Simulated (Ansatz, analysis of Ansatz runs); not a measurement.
**Migration in LaOF (R-3m): H_i hop between interstitial places, charge +1**

Wanted: path and barrier of a jump of H in LaOF (R-3m) at charge +1. The case: H_i hop between interstitial places, in a cell of 36 host atoms with 1 H put in.

Method: plane-wave PAW DFT, PBEsol; nudged elastic band between two relaxed defect structures at fixed charge in a uniform background, in Ansatz 0.2.0.

The raw output is cut from this account; settings, times and results stay.

**1. The system as given**

The cell holds 37 atoms: 12 La, 12 O, 12 F and 1 H. Cell: a = 8.026 Å, b = 12.040 Å, c = 7.079 Å, α = 73.5°, β = 73.5°, γ = 60.0°. It derives from LaOF (space group R-3m). Nearest the centre at fractional (0.125, 0.750, 0.750): O15 at 1.41 Å, F17 at 1.48 Å, La8 at 2.01 Å, La32 at 2.01 Å, H37 at 2.03 Å, F12 at 3.15 Å, F36 at 3.15 Å, O9 at 3.17 Å. The cell carries charge +1.

The cell's shortest repeat is 7.1 Å.

**2. Relaxation of the start point, charge +1**

A barrier is counted from a minimum, so both ends are relaxed first. Small random displacements break the symmetry of the ideal sites, so that the defect can distort if it gains by it. The charge of +1 is set by the electron count, and a uniform background keeps the cell neutral.

The input, qp1.start/input.yaml:

```yaml
crystal:
  lattice:
    - [-4.01323028, 6.95111875, 0.0]
    - [-12.03969085, 0.0, 0.0]
    - [-2.00661514, 1.15851979, 6.68937332]
  atoms:
    - { symbol: La, position: [0.12912111, 0.08608074, 0.22527337] }
    - { symbol: La, position: [0.37087889, 0.2472526, 0.77472663] }
    - { symbol: O, position: [0.1884472, 0.12563147, 0.86931681] }
    - { symbol: O, position: [0.3115528, 0.20770187, 0.13068319] }
    - { symbol: F, position: [0.06449263, 0.04299509, 0.6130442] }
    - { symbol: F, position: [0.43550737, 0.29033824, 0.3869558] }
    - { symbol: La, position: [0.12912111, 0.41941407, 0.22527337] }
    - { symbol: La, position: [0.37087889, 0.58058593, 0.77472663] }
[... 25 atom lines left out ...]
    - { symbol: O, position: [0.8115528, 0.87436853, 0.13068319] }
    - { symbol: F, position: [0.56449263, 0.70966176, 0.6130442] }
    - { symbol: F, position: [0.93550737, 0.95700491, 0.3869558] }
    - { symbol: H, position: [1.0, 0.666667, 0.0] }
total_charge: 1
basis:
  ecutwfc: 420
  xc_grid: 2
hamiltonian:
  xc: pbesol
kpoints:
  mp_grid: { grid: [1, 1, 1] }
scf:
  occupations: { method: fixed }
  max_iter: 120
output:
  forces: true
relax:
  f_tol: 0.015
  max_steps: 70
  random_displacement: { amplitude: 0.03, seed: 3763 }
```

Launch:

```sh
$ ansatz run input.yaml --threads 4 --pin off --max-ram 7536MiB --backend cpu --events-out ev --progress --plain --runs-dir out
```

Wall time 31 s (4 threads of Intel Xeon 6975P-C (Granite Rapids), shared host); peak memory 0.75 GiB; 1.8 min of CPU time.

Step by step (22 of 29):

```
step  energy less that of the first step (eV)  largest force component (eV/Å)
   1                                   0.0000                          0.9949
   2                                   0.5943                          2.1325
   4                                  -0.4042                          0.3491
   5                                  -0.5063                          0.6870
   6                                  -0.7488                          1.2196
   8                                  -1.8724                          2.8834
   9                                  -3.0648                          2.7651
  10                                  -2.5507                         10.9128
  12                                  -3.4794                          0.9562
  13                                  -3.5281                          0.4213
  14                                  -3.5466                          0.5583
  16                                  -3.5647                          0.0485
  17                                  -3.5654                          0.0224
  18                                  -3.5656                          0.0181
  20                                  -3.5697                          0.4727
  21                                  -3.5949                          0.5222
  22                                  -3.6482                          0.2540
  24                                  -3.6649                          0.1110
  25                                  -3.6669                          0.0474
  26                                  -3.6681                          0.0383
  28                                  -3.6684                          0.0149
  29                                  -3.6684                          0.0148
```

Relaxation steps 2, 10, 23 were tried and not accepted.

The atoms that moved most (Å, from the sites as typed, ahead of the random displacement, the mean shift of all atoms taken out):

```
atom      dx      dy      dz  length
 H37   0.761   1.797   0.175   1.959
 La8  -0.144   0.018  -0.266   0.303
 La7   0.148  -0.140   0.207   0.290
  O9  -0.174   0.046   0.141   0.228
 O10   0.055  -0.108  -0.066   0.138
 F12   0.022  -0.074  -0.111   0.135
 F24   0.041  -0.096   0.057   0.119
La13  -0.031  -0.098  -0.050   0.114
```

Final coordinates:

```xyz
37
Lattice="-4.0132 6.9511 0.0000 -12.0397 0.0000 0.0000 -2.0066 1.1585 6.6894" Properties=species:S:1:pos:R:3 pbc="T T T"
La   -1.9715    1.1203    1.5116
La   -6.0955    3.4348    5.2398
O    -4.0378    2.2758    5.8284
O    -4.0319    2.2160    0.9227
F    -2.0293    1.1022    4.1105
F    -6.0461    3.3876    2.6175
La   -5.8731    1.0184    1.7178
La  -10.1783    3.4932    4.9200
O    -8.2019    2.3624    5.9597
O    -7.9731    2.2093    0.8120
F    -6.0748    1.1193    4.1914
F   -10.0127    3.4011    2.4818
La  -10.0653    1.0608    1.4605
La  -14.1164    3.4240    5.1688
O   -12.0388    2.3147    5.7685
O   -12.0567    2.2589    0.8567
F   -10.0549    1.1335    4.0422
F   -14.0580    3.4366    2.5802
La   -4.0162    4.5697    1.5344
La   -8.0492    6.8898    5.2172
O    -6.0420    5.7305    5.8421
O    -6.0425    5.7181    0.8819
F    -4.0639    4.5777    4.1147
F    -7.9872    6.8548    2.6499
La   -7.9849    4.5956    1.4806
La  -12.1196    6.9449    5.2166
O   -10.0763    5.7262    5.7901
O   -10.0115    5.7462    0.9050
F    -8.0644    4.5530    4.0700
F   -12.0423    6.9360    2.5839
La  -12.0589    4.6037    1.4733
La  -16.1054    6.8965    5.1598
O   -14.0607    5.7826    5.8107
O   -14.0850    5.7388    0.8487
F   -12.1046    4.6375    4.0318
F   -16.0548    6.8994    2.5756
H   -11.2800    8.7480    0.1791
```

Neighbours of H37 at the end:

```
atom  distance (Å)
 O10         1.034
  O9         1.525
 La8         2.215
 La7         2.217
 O15         3.044
 O27         3.080
 F30         3.106
  F6         3.157
La13         3.165
La25         3.169
```

Atoms that came to bonding distance: O10–H37 1.03 Å (from 2.48).

Numbers from this step:

| Item | Value |
| --- | --- |
| free energy | -90371.2679 eV |
| r.m.s. move of the farther half of the atoms | 0.07798 Å |
| largest move from the ideal geometry of this structure, a common shift of the far atoms taken out | 2.023 Å |

The relaxation gained 3.668 eV and ended with a largest force component of 0.015 eV/Å.

**3. Relaxation of the end point, charge +1**

The end point is relaxed in the same cell and settings, so that the two energies compare.

The input, qp1.end/input.yaml:

```yaml
crystal:
  lattice:
    - [-4.01323028, 6.95111875, 0.0]
    - [-12.03969085, 0.0, 0.0]
    - [-2.00661514, 1.15851979, 6.68937332]
  atoms:
    - { symbol: La, position: [0.13352057, 0.08182739, 0.22141419] }
    - { symbol: La, position: [0.37359571, 0.25144478, 0.77874967] }
[... 2 atom lines left out ...]
    - { symbol: F, position: [0.06449263, 0.04299509, 0.6130442] }
[... 2 atom lines left out ...]
    - { symbol: La, position: [0.37087889, 0.58058593, 0.77472663] }
    - { symbol: O, position: [0.1884472, 0.4589648, 0.86931681] }
    - { symbol: O, position: [0.30761295, 0.53970942, 0.11682834] }
[... 1 atom line left out ...]
    - { symbol: F, position: [0.43550737, 0.62367158, 0.3869558] }
[... 2 atom lines left out ...]
    - { symbol: O, position: [0.1884472, 0.79229813, 0.86931681] }
[... 1 atom line left out ...]
    - { symbol: F, position: [0.06449263, 0.70966176, 0.6130442] }
[... 14 atom lines left out ...]
    - { symbol: La, position: [0.87087889, 0.91391926, 0.77472663] }
    - { symbol: O, position: [0.6884472, 0.79229813, 0.86931681] }
[... 1 atom line left out ...]
    - { symbol: F, position: [0.56449263, 0.70966176, 0.6130442] }
    - { symbol: F, position: [0.93550737, 0.95700491, 0.3869558] }
    - { symbol: H, position: [1.25, 0.8333, -0.5] }
total_charge: 1
basis:
  ecutwfc: 420
  xc_grid: 2
hamiltonian:
  xc: pbesol
kpoints:
  mp_grid: { grid: [1, 1, 1] }
scf:
  occupations: { method: fixed }
  max_iter: 120
output:
  forces: true
relax:
  f_tol: 0.015
  max_steps: 70
  random_displacement: { amplitude: 0.01, seed: 3763 }
```

The job ended after 10 s (4 threads; peak memory 0.73 GiB; 36 s of CPU time).

Residual by cycle:

cycle, log10 residual and a bar from the least value:
```
        1        0.8 ##############################
       12       -0.3 ######################
       23        0.2 ##########################
       33       -1.9 #########
       44       -1.5 ############
       55       -3.0 
       66       -2.3 ######
       77       -2.3 #####
       88       -2.3 #####
       98       -2.5 ####
      109       -2.5 ####
      120       -2.5 ####
```

The run stopped without converging, so none of its numbers is a property of the system.

After 120 cycles the residual stands at 0.0033, with no steady fall over the second half. The cap of 120 cycles in the input ended the loop.

The program's message: “Error: did not converge after 120 iterations: dr2 = 3.29e-3 (threshold 5.63e-6), under the density mixer `msr1`, which `scf.mixing.algorithm: auto` chose by the deck's other keys (type `scf.mixing.alg …”

**4. Relaxation of the end point, charge +1**

The end point is relaxed in the same cell; its occupations differ from the start's, which matters only where levels are partly filled. Atoms more than 3.2 Å from the middle of the hop start where the first relaxation left them, the nearer ones on or close to their ideal places, with small random displacements. A width of 0.01 eV lets levels that lie close at the Fermi energy share an electron.

qp1.end_smeared/input.yaml, as its differences from qp1.end/input.yaml of step 3:

```diff
@@ -36,3 +36,3 @@
 scf:
-  occupations: { method: fixed }
+  occupations: { method: fermi_dirac, width: 0.01 }
   max_iter: 120
```

It took 20 s on 4 threads; peak memory 0.79 GiB.

Step by step:

```
step  energy less that of the first step (eV)  largest force component (eV/Å)
   1                                   0.0000                          1.4494
   2                                  -0.6335                          0.8701
   3                                  -0.8756                          0.8305
   4                                  -1.2417                          1.7612
   5                                  -1.3220                          1.9959
   6                                  -2.2186                          3.8599
   7                                  -3.6736                          4.9305
   8                                  -4.4775                          5.1666
   9                                  -4.8717                          1.5149
  10                                  -4.9510                          0.3459
  11                                  -4.9686                          0.1858
  12                                  -4.9749                          0.1052
  13                                  -4.9754                          0.0880
  14                                  -4.9779                          0.0233
  15                                  -4.9780                          0.0156
  16                                  -4.9780                          0.0038
```

The atoms that moved most (Å, from the sites as typed, ahead of the random displacement):

```
atom      dx      dy      dz  length
 H37   0.032   0.000   1.243   1.244
 La7  -0.145   0.077  -0.207   0.264
 O15   0.022   0.006  -0.248   0.249
 La8   0.128   0.104  -0.047   0.172
La32  -0.045  -0.149  -0.043   0.162
 O10  -0.120   0.014   0.015   0.122
La13   0.038   0.038   0.102   0.116
 F11   0.039  -0.036  -0.101   0.114
```

Neighbours of H37 at the end:

```
atom  distance (Å)
 O15         0.979
 F17         2.320
 F35         2.339
  F5         2.359
 La8         2.513
La32         2.529
La14         2.547
 F12         3.053
 F36         3.068
```

Atoms that came to bonding distance: O15–H37 0.98 Å (from 2.47).

Read from the output:

```
free energy                                                                                       : -90371.3487 eV
r.m.s. move of the farther half of the atoms                                                      : 0.03051 Å
largest move from the ideal geometry of this structure, a common shift of the far atoms taken out : 1.288 Å
```

The relaxation gained 4.978 eV and ended with a largest force component of 0.0038 eV/Å. The end lies 0.081 eV below the start.

**5. Nudged elastic band, charge +1**

3 movable images are laid between the ends on a pair-potential path, which keeps atoms from colliding in the first guess. Each image feels the true force across the path and a spring force along it. The highest image is set to climb to the top of the path.

This step: plane-wave PAW DFT, PBEsol; nudged elastic band between two relaxed defect structures at fixed charge in a uniform background.

The input, qp1.neb/input.yaml:

```yaml
crystal:
  lattice:
    - [-4.01323028, 6.95111875, 0.0]
    - [-12.03969085, 0.0, 0.0]
    - [-2.00661514, 1.15851979, 6.68937332]
  atoms:
    - { symbol: La, position: [0.12350464, 0.08491928, 0.22597039] }
    - { symbol: La, position: [0.36357978, 0.25453668, 0.78330586] }
    - { symbol: O, position: [0.18218636, 0.12943397, 0.87129146] }
    - { symbol: O, position: [0.29580227, 0.21329233, 0.13792999] }
    - { symbol: F, position: [0.05614694, 0.04742522, 0.61448208] }
    - { symbol: F, position: [0.42212433, 0.29625572, 0.39129949] }
    - { symbol: La, position: [0.10371487, 0.41043824, 0.25679377] }
    - { symbol: La, position: [0.37995142, 0.59616188, 0.73549762] }
    - { symbol: O, position: [0.19136816, 0.46896324, 0.89092699] }
    - { symbol: O, position: [0.29759702, 0.54280131, 0.12138453] }
    - { symbol: F, position: [0.05658875, 0.38126935, 0.62657144] }
    - { symbol: F, position: [0.42745498, 0.62731861, 0.37099944] }
    - { symbol: La, position: [0.11621698, 0.76088253, 0.21832691] }
    - { symbol: La, position: [0.36379806, 0.92244128, 0.77268972] }
    - { symbol: O, position: [0.1892798, 0.79310994, 0.8623394] }
    - { symbol: O, position: [0.3036315, 0.87885887, 0.12806766] }
    - { symbol: F, position: [0.06235494, 0.71365165, 0.604274] }
    - { symbol: F, position: [0.4301119, 0.95998265, 0.38571038] }
    - { symbol: La, position: [0.61918172, 0.08895351, 0.22938083] }
    - { symbol: La, position: [0.86119852, 0.25150503, 0.77992108] }
    - { symbol: O, position: [0.67883979, 0.13000248, 0.87333919] }
    - { symbol: O, position: [0.80063576, 0.21302952, 0.13184049] }
    - { symbol: F, position: [0.55603322, 0.04967651, 0.6151045] }
    - { symbol: F, position: [0.9201173, 0.2906814, 0.39613322] }
    - { symbol: La, position: [0.62423784, 0.41824666, 0.22132961] }
    - { symbol: La, position: [0.86913211, 0.5869563, 0.77983549] }
    - { symbol: O, position: [0.67951866, 0.46615264, 0.86557339] }
    - { symbol: O, position: [0.80410888, 0.54095764, 0.13529509] }
    - { symbol: F, position: [0.55360412, 0.38388099, 0.60842435] }
    - { symbol: F, position: [0.93344654, 0.62469148, 0.38627642] }
    - { symbol: La, position: [0.62558514, 0.75635694, 0.22024375] }
    - { symbol: La, position: [0.86359028, 0.92127618, 0.77133906] }
    - { symbol: O, position: [0.68712105, 0.79404448, 0.86864924] }
    - { symbol: O, position: [0.80444533, 0.88058274, 0.12687266] }
    - { symbol: F, position: [0.56670535, 0.7160384, 0.6027167] }
    - { symbol: F, position: [0.92838221, 0.95985312, 0.38503089] }
    - { symbol: H, position: [1.25403757, 0.51442631, 0.0267705] }
total_charge: 1
basis:
  ecutwfc: 420
  xc_grid: 2
hamiltonian:
  xc: pbesol
kpoints:
  mp_grid: { grid: [1, 1, 1] }
scf:
  occupations: { method: fermi_dirac, width: 0.01 }
  max_iter: 120
output:
  forces: true
neb:
  images: 3
  f_tol: 0.03
  climbing: true
  initial_path: idpp
  max_iterations: 45
  order_check: false
  final_atoms:
    - { symbol: La, position: [0.12000516, 0.08721922, 0.23237508] }
    - { symbol: La, position: [0.35663151, 0.25373916, 0.78029007] }
[... 2 atom lines left out ...]
    - { symbol: F, position: [0.05922871, 0.04071848, 0.61966701] }
[... 2 atom lines left out ...]
    - { symbol: La, position: [0.37696682, 0.56703737, 0.77856746] }
    - { symbol: O, position: [0.18084132, 0.45997492, 0.87446614] }
    - { symbol: O, position: [0.29921664, 0.55008881, 0.1299569] }
[... 1 atom line left out ...]
    - { symbol: F, position: [0.42748231, 0.6249768, 0.39527633] }
[... 2 atom lines left out ...]
    - { symbol: O, position: [0.18550421, 0.79560032, 0.84304153] }
[... 1 atom line left out ...]
    - { symbol: F, position: [0.0587487, 0.71369975, 0.61425518] }
[... 14 atom lines left out ...]
    - { symbol: La, position: [0.84040571, 0.9268435, 0.77920452] }
    - { symbol: O, position: [0.67854886, 0.79700022, 0.87438156] }
[... 1 atom line left out ...]
    - { symbol: F, position: [0.55004407, 0.71293669, 0.62055707] }
    - { symbol: F, position: [0.92643646, 0.95856797, 0.39552196] }
    - { symbol: H, position: [1.20899245, 0.81134295, -0.30331575] }
```

The job ended after 67 s (4 threads; peak memory 1.6 GiB; 3.3 min of CPU time).

The path, image by image:

```
image  path (Å)  energy (eV)        H37: x, y, z (Å)
    0     0.000       0.0000   -11.280, 8.748, 0.179
    1     1.219       0.1172   -12.293, 8.356, 0.344
    2     2.438       0.0471  -13.251, 8.358, -0.260
    3     3.656       0.2047  -13.171, 7.559, -1.033
    4     5.106      -0.0808  -14.012, 8.052, -2.029
```

This step gave:

```
free energy      : -90371.0632 eV
barrier forward  : 0.2047 eV
barrier backward : 0.2855 eV
end less start   : -0.08077 eV
hop length       : 3.581 Å
```

Track of the atom that was set to move:

```
image   x (Å)  y (Å)   z (Å)  nearest neighbour  distance (Å)
    0  -11.28  8.748   0.179                  O         1.034
    1  -12.29  8.356   0.344                  O         0.985
    2  -13.25  8.358   -0.26                  O         1.012
    3  -13.17  7.559  -1.033                  O         0.977
    4  -14.01  8.052  -2.029                  O         0.979
```

The band met its tolerance of 0.03 eV/Å after 13 iterations, with image 3 on top (the start counts as 0). H37, which moves farthest between the ends, has 1 O at 1.03 Å nearest at the start and 1 O at 0.98 Å at the top. The path has 2 maxima, and only the highest was climbed; it lies 0.16 eV above the dip at image 2. Between images 1 and 2 a bond changes partner or an atom moves over 0.9 Å. No image samples that step, in which the atom that moves farthest passes the middle of its way, so along this band the top may lie higher.

[end of part 1 of 2]

[Long decimals in the printed logs are rounded to 6 places.]

[Repeated set-up lines and some long k-point lines are left out of the logs, and relaxed atomic positions are cut to six decimals.]

[Logs are printed without paths, hosts, clocks, repeated set-up lines and the standing remarks that a program may print on its own settings, such as how far it seeks lower states.]

[Hosts, paths, dates, database ids (printed as entryN), source tags and the programs' standing remarks are cut or masked in the printed files.]
